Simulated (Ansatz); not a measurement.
# AlNi: a vibration from a frozen displacement

All numbers below come from DFT PBEsol, scalar-relativistic, plane waves, PAW (Ansatz). Cutoff 420 eV, Γ-centred 20×20×20 k-points, Gaussian smearing of 0.15 eV. No spin polarisation. A magnetic state may lie lower. Energies are free energies at this smearing, counted from the undisturbed cell; pressure is positive in compression.

Zero of the scan (relaxed at this level; it needn't be the usual structure):

```yaml
crystal:
  lattice:
    - [2.02133, -2.02135, 0.00000]
    - [2.02133, 2.02135, 0.00000]
    - [0.00000, 0.00000, 2.86941]
  atoms:
    - { symbol: Al, position: [0.00000, 0.00000, 0.00000] }
    - { symbol: Ni, position: [0.50000, 0.50000, 0.50000] }
```

Every Al atom is moved by x along the Cartesian unit vector (0.000, 0.000, 1.000); the cell and all other atoms stay fixed. The cell's volume is 23.45 Å³; the moved atoms weigh 26.982 u together and the others 58.693 u. Some rows repeat others by symmetry and weren't run.

| x (Å) | ΔE (meV/cell) | total force on the moved atoms along the move (eV/Å) | pressure (GPa) |
| --- | --- | --- | --- |
| -0.3000 | 279.83 | 1.8629 | 6.1725 |
| -0.2625 | 214.29 | 1.6319 | 4.7580 |
| -0.2250 | 157.45 | 1.3995 | 3.5180 |
| -0.1875 | 109.34 | 1.1665 | 2.4586 |
| -0.1500 | 69.97 | 0.9331 | 1.5850 |
| -0.1125 | 39.35 | 0.6997 | 0.9014 |
| -0.0750 | 17.49 | 0.4664 | 0.4109 |
| -0.0375 | 4.37 | 0.2332 | 0.1157 |
| 0.0000 | 0.00 | 0.0000 | 0.0170 |
| 0.0375 | 4.37 | -0.2332 | 0.1157 |
| 0.0750 | 17.49 | -0.4664 | 0.4109 |
| 0.1125 | 39.35 | -0.6997 | 0.9014 |
| 0.1500 | 69.97 | -0.9331 | 1.5850 |
| 0.1875 | 109.34 | -1.1665 | 2.4586 |
| 0.2250 | 157.45 | -1.3995 | 3.5180 |
| 0.2625 | 214.29 | -1.6319 | 4.7580 |
| 0.3000 | 279.83 | -1.8629 | 6.1725 |

Question: What frequency belongs to this motion?

Answer: The force constant is k = −dF/dx = 6.219 eV/Å², from the parabola through x = -0.0375, 0 and 0.0375. In every cell the moved atoms swing against the rest, so the mass is μ = m₁m₂/(m₁ + m₂) = 18.484 u, and ν̃ = 521.5 cm⁻¹ × √(|k|/μ) = 302 cm⁻¹. To first order in x, and within 1 %, the force on every atom lies along the move and, within each of the two groups, in proportion to the atom's mass, so this is itself a mode at the zone centre of this cell.

Question: How far does the harmonic law reach?

Answer: At x = -0.300 Å, kx²/2 = 279.84 meV against the computed 279.83 meV (-0.0 %): the well is still close to harmonic there.

Question: The pressure changes with x². What does that say about the frequency under compression?

Answer: With E = k(V)x²/2, k ∝ V^(−2γ) and x scaling with the cell as V^(1/3), P − P0 = −∂E/∂V = (2γ − 2/3) ΔE/V. At x = 0.0750 Å, V(P − P0) = 23.45 × 0.39383 / 160.2 eV = 57.64 meV and ΔE = 17.49 meV, so γ = 1/3 + V(P − P0)/(2ΔE) = 1.98. This is the Grüneisen parameter of the motion under uniform scaling of the cell: shrinking the cell evenly by 1 % in volume raises the frequency by about 1.98 %.

In a metal these slopes depend on the k mesh and the smearing.

Cost: 9 runs of about 2.4 core-minutes in all, on Intel Xeon 6975P-C (Granite Rapids) (shared hosts).